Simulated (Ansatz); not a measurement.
## Au(111) with 4 layers of random Au-Pt, 2x2: scattering by chemical disorder

Wanted: resistance against the alloy's length, first Au(111) with 4 layers of random Au-Pt, 2x2.

Program: Ansatz 0.2.0. Level of theory: Ansatz plane-wave DFT, PBE, PAW files; ballistic transport by layer matching (Landauer), zero bias; PAW set soft_1. Results are calculated unless marked as measured.

This is a report of a sequence of runs, with most program output left out.

## Step 1: Set-up

The cell holds 40 atoms: 36 Au and 4 Pt. Its edges and angles: a = 5.768 Å, b = 5.768 Å, c = 23.605 Å, α = 93.5°, β = 86.5°, γ = 120.0°. It derives from Au. Regions: lead, 24 atoms (24 Au); scattering region, 16 atoms (4 Pt and 12 Au). The structure is stacked along c, and the current runs across the ab planes.

## Step 2: With 4 alloy layers

In 4 layers a share of 0.25 of the sites is given to Pt at random. The layers about the cell's end stay perfect and serve as the lead. Disorder leaves little or no symmetry, which makes such runs dear. Energies from -0.05 to 0.05 eV in steps of 0.05 eV are too few for the program's thermal sum, so it prints no conductance; for a metal the transmission near the Fermi level serves, at a fraction of the cost.

The input, input.yaml:

```yaml
crystal:
  lattice:
    - [5.7675164607, 0.0, 0.0]
    - [-2.8837582304, 4.9948157718, 0.0]
    - [1.4418791152, -0.8324692953, 23.5457873532]
  atoms:
    - { symbol: Au, position: [0.9916666667, 0.0083333333, 0.05] }
    - { symbol: Au, position: [0.9916666667, 0.5083333333, 0.05] }
    - { symbol: Au, position: [0.4916666667, 0.0083333333, 0.05] }
    - { symbol: Au, position: [0.4916666667, 0.5083333333, 0.05] }
    - { symbol: Au, position: [0.1416666667, 0.3583333333, 0.15] }
    - { symbol: Au, position: [0.1416666667, 0.8583333333, 0.15] }
    - { symbol: Au, position: [0.6416666667, 0.3583333333, 0.15] }
    - { symbol: Au, position: [0.6416666667, 0.8583333333, 0.15] }
[... 28 atom lines left out ...]
    - { symbol: Au, position: [0.8416666667, 0.1583333333, 0.95] }
    - { symbol: Au, position: [0.8416666667, 0.6583333333, 0.95] }
    - { symbol: Au, position: [0.3416666667, 0.1583333333, 0.95] }
    - { symbol: Au, position: [0.3416666667, 0.6583333333, 0.95] }
kpoints:
  mp_grid: { grid: [5, 5, 1] }
hamiltonian:
  xc: pbe
  pseudopotentials: { kind: paw, azcp: { folder: soft_1 } }
scf:
  occupations: { method: fermi_dirac, width: 0.1 }
output:
  transmission:
    leads: [[0, 4]]
    kmesh: [10, 10]
    e_range: [-0.05, 0.05]
    de: 0.05
  write_potential: true
  write_density: true
  volumetric_format: npy
```

Command:

```sh
$ ansatz run input.yaml --threads 4 --pin off --max-ram 15360MiB --backend cpu --events-out ev --progress --plain --runs-dir out
```

The job ended after 8.1 min (4 threads of Arm Neoverse V1, shared host; peak memory 6 GiB).

This step gave:

```yaml
free_energy: -523541.5279 eV
energy_at_zero_smearing: -523541.3220 eV
fermi_energy: 20.58 eV
cell_area: 28.81 Å²
transmission_per_spin_nearest_the_fermi_level: 2.412
open_channels_per_spin_nearest_the_fermi_level: 3.21
step_of_the_lead_s_potential: 19.8 meV
```

Per spin. The transmission, zone mean by energy, zero at the Fermi level:

| energy (eV) | transmission, zone mean |
| --- | --- |
| -0.0500 | 2.32 |
| 0.0000 | 2.41 |
| 0.0500 | 2.44 |

Per spin. Table of open channels, zone mean, lead by energy, zero at the Fermi level:

```csv
energy (eV),"open channels, zone mean, lead"
-0.0500,3.21
0.0000,3.21
0.0500,3.15
```

Transmission over k1 and k2. At 0.0000 eV from the Fermi level.

Ten even steps from '0' (1.89) to '9' (2.90):
```
1436303544
4365635644
6658278765
3362895853
0037999730
3358598263
6567872856
4446536563
1445303634
4146303641
```
Columns: k1 (b1) from -0.5 to 0.4; rows upwards: k2 (b2) from -0.5 to 0.4.

Open channels over k1 and k2. At 0.0000 eV from the Fermi level.

Ten even steps from '0' (3.00) to '9' (4.00):
```
0900090000
0090090000
0009090000
0000000000
9999000999
0000000000
0000090900
0000090090
0000090009
9000090000
```
Columns: k1 (b1) from -0.5 to 0.4; rows upwards: k2 (b2) from -0.5 to 0.4.

Over the solved energies the transmission per spin lies between 2.32 and 2.44, out of 3.19 channels of the lead on average (up to 3.21).

## Step 3: With 8 alloy layers

In 8 layers a share of 0.25 of the sites is given to Pt at random. A fresh draw is used; the growth of the resistance with length is what counts.

System of this step: Au(111) with 8 layers of random Au-Pt, 2x2. The cell holds 56 atoms: 48 Au and 8 Pt. Cell: a = 5.768 Å, b = 5.768 Å, c = 33.006 Å, α = 87.5°, β = 92.5°, γ = 120.0°. It derives from Au. Regions: lead, 24 atoms (24 Au); scattering region, 32 atoms (24 Au and 8 Pt). The structure is stacked along c, and the current runs across the ab planes.

The input, input.yaml:

```yaml
crystal:
  lattice:
    - [5.7675164607, 0.0, 0.0]
    - [-2.8837582304, 4.9948157718, 0.0]
    - [-1.4418791152, 0.8324692953, 32.9641022945]
  atoms:
    - { symbol: Au, position: [0.005952381, 0.994047619, 0.0357142857] }
    - { symbol: Au, position: [0.005952381, 0.494047619, 0.0357142857] }
    - { symbol: Au, position: [0.505952381, 0.994047619, 0.0357142857] }
    - { symbol: Au, position: [0.505952381, 0.494047619, 0.0357142857] }
    - { symbol: Au, position: [0.1845238095, 0.3154761905, 0.1071428571] }
    - { symbol: Au, position: [0.1845238095, 0.8154761905, 0.1071428571] }
    - { symbol: Au, position: [0.6845238095, 0.3154761905, 0.1071428571] }
    - { symbol: Au, position: [0.6845238095, 0.8154761905, 0.1071428571] }
[... 44 atom lines left out ...]
    - { symbol: Au, position: [0.3273809524, 0.1726190476, 0.9642857143] }
    - { symbol: Au, position: [0.3273809524, 0.6726190476, 0.9642857143] }
    - { symbol: Au, position: [0.8273809524, 0.1726190476, 0.9642857143] }
    - { symbol: Au, position: [0.8273809524, 0.6726190476, 0.9642857143] }
kpoints:
  mp_grid: { grid: [5, 5, 1] }
hamiltonian:
  xc: pbe
  pseudopotentials: { kind: paw, azcp: { folder: soft_1 } }
scf:
  occupations: { method: fermi_dirac, width: 0.1 }
output:
  transmission:
    leads: [[0, 4]]
    kmesh: [10, 10]
    e_range: [-0.05, 0.05]
    de: 0.05
  write_potential: true
  write_density: true
  volumetric_format: npy
```

Elapsed: 24 min, on 4 threads; peak memory 8.1 GiB; 1.5 h of CPU time.

This step gave:

```
free energy                                   : -731454.2846 eV
energy at zero smearing                       : -731453.9246 eV
Fermi energy                                  : 20.50 eV
transmission per spin nearest the Fermi level : 2.088
step of the lead's potential                  : 8.3 meV
```

Per spin. The transmission, zone mean by energy, zero at the Fermi level:

```
energy (eV)  transmission, zone mean
    -0.0500                     2.06
     0.0000                     2.09
     0.0500                     2.09
```

Over the solved energies the transmission per spin lies between 2.06 and 2.09, out of 3.21 channels of the lead on average (up to 3.21).

## Step 4: With 12 alloy layers

In 12 layers a share of 0.25 of the sites is given to Pt at random. A fresh draw is used; the growth of the resistance with length is what counts.

System of this step: Au(111) with 12 layers of random Au-Pt, 2x2. The cell holds 72 atoms: 60 Au and 12 Pt. Cell: a = 5.768 Å, b = 5.768 Å, c = 42.382 Å, α = 90.0°, β = 90.0°, γ = 120.0°. It derives from Au. Regions: lead, 24 atoms (24 Au); scattering region, 48 atoms (36 Au and 12 Pt). The structure is stacked along c, and the current runs across the ab planes.

The input, input.yaml:

```yaml
crystal:
  lattice:
    - [5.7675164607, 0.0, 0.0]
    - [-2.8837582304, 4.9948157718, 0.0]
    - [0.0, 0.0, 42.3824172358]
  atoms:
    - { symbol: Au, position: [0.0, 0.0, 0.0277777778] }
    - { symbol: Au, position: [0.0, 0.5, 0.0277777778] }
    - { symbol: Au, position: [0.5, 0.0, 0.0277777778] }
    - { symbol: Au, position: [0.5, 0.5, 0.0277777778] }
    - { symbol: Au, position: [0.1666666667, 0.3333333333, 0.0833333333] }
    - { symbol: Au, position: [0.1666666667, 0.8333333333, 0.0833333333] }
    - { symbol: Au, position: [0.6666666667, 0.3333333333, 0.0833333333] }
    - { symbol: Au, position: [0.6666666667, 0.8333333333, 0.0833333333] }
[... 60 atom lines left out ...]
    - { symbol: Au, position: [0.3333333333, 0.1666666667, 0.9722222222] }
    - { symbol: Au, position: [0.3333333333, 0.6666666667, 0.9722222222] }
    - { symbol: Au, position: [0.8333333333, 0.1666666667, 0.9722222222] }
    - { symbol: Au, position: [0.8333333333, 0.6666666667, 0.9722222222] }
kpoints:
  mp_grid: { grid: [5, 5, 1] }
hamiltonian:
  xc: pbe
  pseudopotentials: { kind: paw, azcp: { folder: soft_1 } }
scf:
  occupations: { method: fermi_dirac, width: 0.1 }
output:
  transmission:
    leads: [[0, 4]]
    kmesh: [10, 10]
    e_range: [-0.05, 0.05]
    de: 0.05
  write_potential: true
  write_density: true
  volumetric_format: npy
```

Wall time 41 min (4 threads); peak memory 9.8 GiB.

This step gave:

| Quantity | Value |
| --- | --- |
| free energy | -939366.9825 eV |
| energy at zero smearing | -939366.4748 eV |
| Fermi energy | 20.46 eV |
| transmission per spin nearest the Fermi level | 1.674 |
| step of the lead's potential | 13.8 meV |

Per spin. Transmission, zone mean against energy, zero at the Fermi level:

```
energy (eV)  transmission, zone mean
    -0.0500                     1.62
     0.0000                     1.67
     0.0500                     1.74
```

Over the solved energies the transmission per spin lies between 1.62 and 1.74, out of 3.21 channels of the lead on average (up to 3.21).

## Step 5: Resistance against length

This step: Ansatz plane-wave DFT, PBE, PAW files; ballistic transport by layer matching (Landauer), zero bias; residual resistivity from the slope of the area resistance, atoms on the host's lattice; PAW set soft_1 (Ansatz 0.2.0).

This step gave:

- resistivity: 35.56 µΩ cm
- intercept: 0.02147 fΩ m²
- scatter about the fit: 0.04513 fΩ m²

Resistance, by row:

| run | length (Å) | T | channels N | RA (fΩ m²) |
| --- | --- | --- | --- | --- |
| n4 | 9.418 | 2.393 | 3.19 | 0.3883 |
| n8 | 18.84 | 2.082 | 3.21 | 0.6275 |
| n12 | 28.25 | 1.677 | 3.21 | 1.058 |

Area resistance against length of the alloy:

```
length of the alloy (Å)  area resistance (fΩ m²)
                   9.42                    0.388
                  18.84                    0.628
                  28.25                     1.06
```

The area resistance goes from 0.39 to 1.1 fΩ m² between 9.4 and 28.3 Å, a slope of 36 µΩ cm.

By hand from the end points: (1.058 − 0.3883) fΩ m² / (28.25 − 9.42) Å = 36 µΩ cm, since 1 fΩ m² per Å is 1000 µΩ cm.

## Step 6: Outcome

```json
{
  "resistivity from the slope": "35.6 µΩ cm",
  "area resistance over 9.42 Å": "0.388 fΩ m²",
  "area resistance over 18.8 Å": "0.628 fΩ m²",
  "area resistance over 28.3 Å": "1.06 fΩ m²"
}
```

**Reading.** The slope gives 36 µΩ cm. The points scatter by 0.045 fΩ m² about the line, with one random draw a length in a 2x2 cell, so the slope is a rough value. Read with a model of isotropic scattering on a spherical Fermi surface and the lead's 0.86×10¹⁵ S/m², this slope means a mean free path near 25 Å; over these lengths the model's slope is 1.03 times its bulk resistivity, which would be 34 µΩ cm. The atoms sit on the host's lattice, so scattering by size misfit is left out. Spin-orbit coupling is left out, which matters for Au and Pt.

[Logs are printed without paths, hosts, clocks, repeated set-up lines and the standing remarks that a program may print on its own settings, such as how far it seeks lower states.]

[Hosts, paths, dates, database ids (printed as entryN), source tags and the programs' standing remarks are cut or masked in the printed files.]
